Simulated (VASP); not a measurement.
# Co (P6_3/mmc) in VASP: notebook, part 2 of 2

VASP 6.6.1. Earlier steps stand in the parts before.

## Step 4: Single point, PBEsol, collinear spin, ferromagnetic start

Input file INCAR:

```
PREC = Accurate
ENCUT = 520
EDIFF = 1E-6
ISMEAR = 0
SIGMA = 0.5
LREAL = F
LASPH = T
NELM = 150
ALGO = Normal
ISIF = 2
LWAVE = F
LCHARG = F
ISPIN = 2
MAGMOM = 2 2
LORBIT = 11
LMAXMIX = 4
GGA = PS
NBANDS = 20
```

Input file KPOINTS:

```
regular mesh
0
Gamma
  21 21 10
```

Input file POSCAR:

```
Co
1.0
    2.4526700000      0.0000000000      0.0000000000
   -1.2263400000      2.1240800000      0.0000000000
    0.0000000000      0.0000000000      3.9607500000
Co
2
Direct
    0.3333300000      0.6666700000      0.2500000000
    0.6666700000      0.3333300000      0.7500000000
```

Potentials or basis: VASP PAW PBE potentials, release 64 (Co).

On the command line:

```bash
cat potpaw_PBE.64/Co/POTCAR > POTCAR
mpirun -np 1 vasp_std > vasp.out
```

OUTCAR:

```text
PREC = Accurate
   ENCUT = 520
   EDIFF = 1E-6
   ISMEAR = 0
   LREAL = F
   LASPH = T
   NELM = 150
   ISIF = 2
   ISPIN = 2
   LORBIT = 11
   GGA = PS

 ion  position               nearest neighbor table
   1  0.333  0.667  0.250-   2 2.43   2 2.43   2 2.43   2 2.43   2 2.43   2 2.43
   2  0.667  0.333  0.750-   1 2.43   1 2.43   1 2.43   1 2.43   1 2.43   1 2.43

  LATTYP: Found a hexagonal cell.
 ALAT       =     2.4526700000
 C/A-ratio  =     1.6148727713

  Lattice vectors:

 A1 = (   2.4526700000,   0.0000000000,   0.0000000000)
 A2 = (  -1.2263400000,   2.1240800000,   0.0000000000)
 A3 = (   0.0000000000,   0.0000000000,   3.9607500000)

Analysis of symmetry for initial positions (statically):
=====================================================================
 Subroutine PRICEL returns:
 Original cell was already a primitive cell.

 Routine SETGRP: Setting up the symmetry group for a
 hexagonal supercell.

 Subroutine GETGRP returns: Found  8 space group operations
 (whereof  4 operations were pure point group operations)
 out of a pool of 24 trial point group operations.

The static configuration has the point symmetry C_2h.
 The point group associated with its full space group is D_2h.

Analysis of symmetry for dynamics (positions and initial velocities):
=====================================================================
 Subroutine PRICEL returns:
 Original cell was already a primitive cell.

 Routine SETGRP: Setting up the symmetry group for a
 hexagonal supercell.

 Subroutine GETGRP returns: Found  8 space group operations
 (whereof  4 operations were pure point group operations)
 out of a pool of 24 trial point group operations.

The dynamic configuration has the point symmetry C_2h.
 The point group associated with its full space group is D_2h.

Analysis of structural, dynamic, and magnetic symmetry:
[... 153 lines left out ...]
  ---------------------------------------------------
  ext. energy  EPLUGINS =         0.00000000
  ---------------------------------------------------
  free energy    TOTEN  =       -15.59426559 eV

  energy without entropy =      -15.30656563  energy(sigma->0) =      -15.45041561

 E-fermi :  10.8124     XC(G=0): -13.8810

 val. band max:       10.8111685772   @ k =  -0.0952   0.3810   0.4000
 cond. band min:      10.8204367107   @ k =   0.3810   0.2381   0.4000
 fundamental gap:      0.0092681335
 Fermi energy:        10.8124267459

 spin component 1

 k-point     1 :       0.0000    0.0000    0.0000
  band No.  band energies     occupation
      1       1.5237      1.00000
      2       5.4443      1.00000
      3       8.1950      1.00000
      4       8.2102      1.00000
      5       8.2102      1.00000
      6       8.5558      1.00000
[... 541 lines left out ...]
     19      37.1836      0.00000
     20      40.3691      0.00000

 [... further k-points ...]

 spin component 2

 k-point     1 :       0.0000    0.0000    0.0000
  band No.  band energies     occupation
      1       1.5952      1.00000
      2       6.3151      1.00000
      3       9.6593      0.99945
      4       9.6760      0.99935
      5       9.6760      0.99935
      6      10.0709      0.98202
[... 541 lines left out ...]
     19      37.2697      0.00000
     20      40.5798      0.00000

 [... further k-points ...]

------------------------ aborting loop because EDIFF is reached ----------------------------------------

  FORCE on cell =-STRESS in cart. coord.  units (eV):
  Direction    XX          YY          ZZ          XY          YZ          ZX
  --------------------------------------------------------------------------------------
  -------------------------------------------------------------------------------------
  Total        0.0079105      0.0079731      0.0957800      0.0000542      0.0000000      0.0000000
  in kB        0.6142225      0.6190889      7.4370055      0.0042102      0.0000000      0.0000000
  external PRESSURE =       2.8901057 kB  Pullay stress =       0.0000000 kB

 VOLUME and BASIS-vectors are now :
 -----------------------------------------------------------------------------
  energy-cutoff  :      520.00
  volume of cell :       20.63
      direct lattice vectors                 reciprocal lattice vectors
     2.452670000  0.000000000  0.000000000     0.407718935  0.235396990  0.000000000
    -1.226340000  2.124080000  0.000000000     0.000000000  0.470792061  0.000000000
     0.000000000  0.000000000  3.960750000     0.000000000  0.000000000  0.252477435

 POSITION                                       TOTAL-FORCE (eV/Angst)
 -----------------------------------------------------------------------------------
     -0.00002      1.41606      0.99019         0.000071     -0.000041      0.000000
      1.22635      0.70802      2.97056        -0.000071      0.000041     -0.000000
 -----------------------------------------------------------------------------------
    total drift:                                0.000000      0.000000      0.000000

  FREE ENERGIE OF THE ION-ELECTRON SYSTEM (eV)
  ---------------------------------------------------
  free  energy   TOTEN  =       -15.5942655947 eV

  energy  without entropy=      -15.3065656336  energy(sigma->0) =      -15.45041561

 total charge

# of ion       s       p       d       tot
------------------------------------------
    1        0.510   0.570   7.294   8.374
    2        0.510   0.570   7.294   8.374
--------------------------------------------------
tot          1.021   1.139  14.589  16.749

 magnetization (x)

# of ion       s       p       d       tot
------------------------------------------
    1       -0.014  -0.046   1.528   1.469
    2       -0.014  -0.046   1.528   1.469
--------------------------------------------------
tot         -0.027  -0.091   3.057   2.938
```

stdout:

```text
POSCAR found type information on POSCAR Co
 POSCAR found :  1 types and       2 ions
 scaLAPACK will be used
 -----------------------------------------------------------------------------
|                                                                             |
|                                                                             |
|     You enforced a specific xc type in the INCAR file but a different       |
|     I HOPE YOU KNOW WHAT YOU ARE DOING!                                     |
|                                                                             |
 -----------------------------------------------------------------------------

 LDA part: xc-table for (Slater+PW92), standard interpolation
 POSCAR, INCAR and KPOINTS ok, starting setup
 FFT: planning ... GRIDC
 FFT: planning ... GRID_SOFT
 FFT: planning ... GRID
 WAVECAR not read
 entering main loop
```

Wall time 4.2 min (1 thread of Intel Xeon Platinum 8488C (Sapphire Rapids), shared host); peak memory 0.47 GiB.

Results:

```
Free energy                                           : -15.5943 eV
Pressure                                              : 0.3 GPa
Band gap on the k mesh                                : none (metal or under the smearing width)
Net moment                                            : 2.93 μB per cell
Site moments                                          : Co +1.47 μB
Valence electrons inside the program's atomic spheres : Co 8.37
```

Caveat: the PAW data sets were made with another functional, which shifts forces and pressure a little.

## Step 5: Single point, PBEsol, collinear spin, ferromagnetic start

INCAR, as its differences from that of step 4:

```diff
@@ -1,6 +1,6 @@
 PREC = Accurate
-ENCUT = 520
+ENCUT = 900
 EDIFF = 1E-6
 ISMEAR = 0
-SIGMA = 0.5
+SIGMA = 0.1
 LREAL = F
```

KPOINTS is that of step 4.

POSCAR is that of step 4.

Potentials or basis: VASP PAW PBE potentials, release 64 (Co).

On the command line:

```bash
cat potpaw_PBE.64/Co/POTCAR > POTCAR
mpirun -np 1 vasp_std > vasp.out
```

OUTCAR:

```text
PREC = Accurate
   ENCUT = 900
   EDIFF = 1E-6
   ISMEAR = 0
   LREAL = F
   LASPH = T
   NELM = 150
   ISIF = 2
   ISPIN = 2
   LORBIT = 11
   GGA = PS

 ion  position               nearest neighbor table
   1  0.333  0.667  0.250-   2 2.43   2 2.43   2 2.43   2 2.43   2 2.43   2 2.43
   2  0.667  0.333  0.750-   1 2.43   1 2.43   1 2.43   1 2.43   1 2.43   1 2.43

  LATTYP: Found a hexagonal cell.
 ALAT       =     2.4526700000
 C/A-ratio  =     1.6148727713

  Lattice vectors:

 A1 = (   2.4526700000,   0.0000000000,   0.0000000000)
 A2 = (  -1.2263400000,   2.1240800000,   0.0000000000)
 A3 = (   0.0000000000,   0.0000000000,   3.9607500000)

Analysis of symmetry for initial positions (statically):
=====================================================================
 Subroutine PRICEL returns:
 Original cell was already a primitive cell.

 Routine SETGRP: Setting up the symmetry group for a
 hexagonal supercell.
[... 753 lines left out ...]
      2       6.3423      1.00000
      3       9.7129      1.00000
      4       9.7264      1.00000
      5       9.7264      1.00000
      6      10.1234      1.00000
[... 541 lines left out ...]
     19      37.2663      0.00000
     20      40.5815      0.00000

 [... further k-points ...]

------------------------ aborting loop because EDIFF is reached ----------------------------------------

  FORCE on cell =-STRESS in cart. coord.  units (eV):
  Direction    XX          YY          ZZ          XY          YZ          ZX
  --------------------------------------------------------------------------------------
  -------------------------------------------------------------------------------------
  Total        0.0150380      0.0151156      0.0137061      0.0000671      0.0000000      0.0000000
  in kB        1.1676537      1.1736786      1.0642365      0.0052098      0.0000000      0.0000000
  external PRESSURE =       1.1351896 kB  Pullay stress =       0.0000000 kB

 VOLUME and BASIS-vectors are now :
 -----------------------------------------------------------------------------
  energy-cutoff  :      900.00
  volume of cell :       20.63
      direct lattice vectors                 reciprocal lattice vectors
     2.452670000  0.000000000  0.000000000     0.407718935  0.235396990  0.000000000
    -1.226340000  2.124080000  0.000000000     0.000000000  0.470792061  0.000000000
     0.000000000  0.000000000  3.960750000     0.000000000  0.000000000  0.252477435

 POSITION                                       TOTAL-FORCE (eV/Angst)
 -----------------------------------------------------------------------------------
     -0.00002      1.41606      0.99019         0.000074     -0.000043      0.000000
      1.22635      0.70802      2.97056        -0.000074      0.000043     -0.000000
 -----------------------------------------------------------------------------------
    total drift:                               -0.000000      0.000000      0.000000

  FREE ENERGIE OF THE ION-ELECTRON SYSTEM (eV)
  ---------------------------------------------------
  free  energy   TOTEN  =       -15.4770383240 eV

  energy  without entropy=      -15.4688036052  energy(sigma->0) =      -15.47292096

 total charge

# of ion       s       p       d       tot
------------------------------------------
    1        0.510   0.570   7.295   8.375
    2        0.510   0.570   7.295   8.375
--------------------------------------------------
tot          1.020   1.139  14.590  16.749

 magnetization (x)

# of ion       s       p       d       tot
------------------------------------------
    1       -0.016  -0.053   1.627   1.559
    2       -0.016  -0.053   1.627   1.559
--------------------------------------------------
tot         -0.031  -0.105   3.255   3.118
```

OSZICAR:

```text
N       E                     dE             d eps       ncg     rms          rms(c)
DAV:   1     0.108639378049E+03    0.10864E+03   -0.11385E+04 61088   0.180E+03
DAV:   2    -0.112988224459E+02   -0.11994E+03   -0.10813E+03 58548   0.273E+02
DAV:   3    -0.178290188963E+02   -0.65302E+01   -0.61787E+01 64956   0.742E+01
DAV:   4    -0.179266429346E+02   -0.97624E-01   -0.97516E-01 67580   0.788E+00
DAV:   5    -0.179298813855E+02   -0.32385E-02   -0.32382E-02 69168   0.145E+00    0.167E+01
DAV:   6    -0.159019853396E+02    0.20279E+01   -0.78207E+00 66380   0.594E+01    0.656E+00
DAV:   7    -0.155220543455E+02    0.37993E+00   -0.11624E+00 69896   0.207E+01    0.394E+00
DAV:   8    -0.154948504365E+02    0.27204E-01   -0.14511E-02 84528   0.125E+00    0.177E+00
DAV:   9    -0.154780605487E+02    0.16790E-01   -0.23987E-03 98648   0.951E-01    0.464E-01
DAV:  10    -0.154770921784E+02    0.96837E-03   -0.55174E-04 76632   0.282E-01    0.805E-02
DAV:  11    -0.154770447673E+02    0.47411E-04   -0.27515E-05 79904   0.617E-02    0.301E-02
DAV:  12    -0.154770402508E+02    0.45165E-05   -0.34996E-06 62956   0.176E-02    0.183E-02
DAV:  13    -0.154770386163E+02    0.16345E-05   -0.20033E-06 51496   0.166E-02    0.600E-03
DAV:  14    -0.154770383240E+02    0.29236E-06   -0.36632E-07 34628   0.535E-03
   1 F= -.15477038E+02 E0= -.15472921E+02  d E =-.823472E-02  mag=     3.1048
```

Wall time 7 min (1 thread of Intel Xeon Platinum 8488C (Sapphire Rapids), shared host); peak memory 0.92 GiB.

Results:

| Item | Value |
| --- | --- |
| Free energy | -15.4770 eV |
| Pressure | 0.1 GPa |
| Band gap on the k mesh | none (metal or under the smearing width) |
| Net moment | 3.10 μB per cell |
| Site moments | Co +1.56 μB |
| Valence electrons inside the program's atomic spheres | Co 8.38 |

Caveat: the PAW data sets were made with another functional, which shifts forces and pressure a little.

## Step 6: Single point, r2SCAN, collinear spin, ferromagnetic start

INCAR, as its differences from that of step 5:

```diff
@@ -1,3 +1,3 @@
 PREC = Accurate
-ENCUT = 900
+ENCUT = 520
 EDIFF = 1E-6
@@ -16,3 +16,4 @@
 LMAXMIX = 4
-GGA = PS
+METAGGA = R2SCAN
+LMIXTAU = T
 NBANDS = 20
```

KPOINTS is that of step 5.

POSCAR is that of step 5.

Potentials or basis: VASP PAW PBE potentials, release 64 (Co).

On the command line:

```bash
cat potpaw_PBE.64/Co/POTCAR > POTCAR
mpirun -np 1 vasp_std > vasp.out
```

It took 22 min on 1 thread of Intel Xeon Platinum 8488C (Sapphire Rapids), shared host; peak memory 0.48 GiB.

Results (log left out):

| Item | Value |
| --- | --- |
| Free energy | -26.4047 eV |
| Pressure | 6.9 GPa |
| Band gap on the k mesh | none (metal or under the smearing width) |
| Net moment | 3.43 μB per cell |
| Site moments | Co +1.76 μB |
| Valence electrons inside the program's atomic spheres | Co 8.40 |

Stress tensor (GPa, compression positive):
```
6.33 0.00 0.00
0.00 6.33 0.00
0.00 0.00 8.11
```

Levels at points of the mesh, in eV from the Fermi level:
Spin up:
```tsv
k point	band 7	band 8	band 9	band 10	band 11	band 12	band 13	band 14	band 15	band 16
(0.00, 0.00, 0.00)	-3.06	-2.71	-2.71	-1.53	-1.53	-0.22	6.69	23.12	26.18	26.18
(0.00, 0.00, 0.50)	-3.47	-3.47	-1.86	-1.86	-1.86	-1.86	15.94	15.94	23.94	23.94
```
Spin down:
| k point | band 5 | band 6 | band 7 | band 8 | band 9 | band 10 |
| --- | --- | --- | --- | --- | --- | --- |
| (0.00, 0.00, 0.00) | -0.96 | -0.74 | -0.54 | -0.54 | -0.05 | -0.05 |
| (0.00, 0.00, 0.50) | -1.04 | -1.04 | -1.04 | -1.04 | 0.95 | 0.95 |

Caveat: the PAW data sets were made with another functional, which shifts forces and pressure a little.

## Step 7: Summary

```tsv
level	k mesh	cutoff (eV)	smearing	gap on the mesh (eV)	pressure (GPa)	moment (μB)
PBEsol	21 × 21 × 10	700	gaussian 0.1 eV	none	0.1	3.10
PBEsol	30 × 30 × 16	520	gaussian 0.1 eV	none	0.3	3.13
PBEsol	21 × 21 × 10	520	gaussian 0.5 eV	none	0.3	2.93
PBEsol	21 × 21 × 10	900	gaussian 0.1 eV	none	0.1	3.10
r2SCAN	21 × 21 × 10	520	gaussian 0.1 eV	none	6.9	3.43
```

Alike in all rows: task single point; potentials or basis VASP PAW PBE potentials, release 64 (Co); spin collinear, ferromagnetic start; cell as given.

Every run on the cell as given and a fine mesh finds a metal. The pressure there spans 0.1 GPa (PBEsol) to 6.9 GPa (r2SCAN); a positive pressure means that this level wants a larger cell, a negative one a smaller.

Caveats: the PAW data sets were made with another functional, which shifts forces and pressure a little.

Total energies depend on the potentials used, so only differences within one code and one set of settings carry meaning.
